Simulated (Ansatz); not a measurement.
CsH (Pm-3m) from a database structure, relaxed with r2SCAN: the symmetry is Pm-3m (No. 221, cubic); a = 3.813 Å in the conventional setting, 27.72 Å³ an atom. Cs is surrounded by 8 H at 3.30 Å; H is surrounded by 8 Cs at 3.30 Å. One-shot G0W0@r2SCAN in the PAW code Ansatz on a 4×4×4 mesh (contour deformation, no spin-orbit coupling), from an r2SCAN gap of 3.180 eV over the mesh points (the G0W0 gap is indirect on the mesh); the number N of bands summed and the screening cutoff rise together. No spin polarisation and no zero-point or thermal motion.

```csv
N,cutoff (eV),1000/N,G0W0 gap (eV)
95,80,10.526,4.697
213,140,4.695,4.768
```

Q: Lay a straight line in 1000/N through these rows.

A: The slope is -0.0122 eV per unit of 1000/N and the intercept 4.825 eV.

Q: Predict the gap at N = 388 (210 eV).

A: 4.825 + (-0.0122) × 2.577 = 4.794 eV; the run gives 4.791 eV, -0.003 eV from the line.

Q: With that run's result added, what limit do the last two rows suggest?

A: Their slope is (4.791 − 4.768)/(2.577 − 4.695) = -0.0109, which meets 1/N = 0 at 4.82 eV, against 4.825 eV from the first line. The slope flattens, so the first line overshoots; the k mesh isn't extrapolated.

The runs are scalar-relativistic, without spin-orbit coupling.
